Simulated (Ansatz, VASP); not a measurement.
Two plane-wave programs on P

File INCAR:

```
SYSTEM = P
ALGO = Normal ; EDIFF = 1E-6
ENCUT = 520 ; GGA = PE
ISIF = 2 ; ISMEAR = 0
IVDW = 12 ; LASPH = .TRUE.
LCHARG = .FALSE. ; LREAL = .FALSE.
LWAVE = .FALSE. ; NBANDS = 8
NELM = 80 ; PREC = Accurate
SIGMA = 0.15
```

The input KPOINTS:

```
k-points
0
G
  12 12 12
  0 0 0
```

File POSCAR:

```
P
1.0
    4.2729048574      0.0000000000      0.0000000000
    0.0000000000      4.2729048574      0.0000000000
    0.0000000000      0.0000000000      4.3780000000
P
1
Direct
    0.0000000000      0.0000000000      0.0000000000
```

Input for Ansatz:

```yaml
crystal:
  lattice:
    - [4.2729048574, 0.0, 0.0]
    - [0.0, 4.2729048574, 0.0]
    - [0.0, 0.0, 4.378]
  atoms:
    - { symbol: P, position: [0.0, 0.0, 0.0] }
basis:
  ecutwfc: 420
kpoints:
  mp_grid: { grid: [12, 12, 12] }
hamiltonian:
  xc: pbe
  dispersion: d3bj
scf:
  occupations: { method: gaussian, width: 0.15 }
output:
  forces: true
  stress: true
  eigenvalues: true
```

This isn't the form of P at room conditions, which is orthorhombic.

Alike in both runs: task single point; functional PBE; dispersion D3(BJ); k mesh 12 × 12 × 12; occupations gaussian, width 0.15 eV; no spin polarisation.

|  | VASP | Ansatz |
| --- | --- | --- |
| version | VASP 6.6.1 | Ansatz 0.2.0 |
| potentials or method | VASP PAW PBE potentials, release 64 (P) | scalar-relativistic, plane waves, PAW |
| plane-wave cutoff (eV) | 520 | 420 |
| valence electrons in the cell | 5 | 5 |

```csv
,VASP,Ansatz,Ansatz less VASP
gap on the k mesh at the Fermi level (eV),none,none,-
pressure (GPa),-3.8,-3.8,+0.01
largest component of the traceless stress (GPa),0.26,0.26,0.000
```

A gap of «none» marks a metal or a gap that the smearing closes.

Caveats: pairwise dispersion overbinds metals, which lowers pressure and volume.
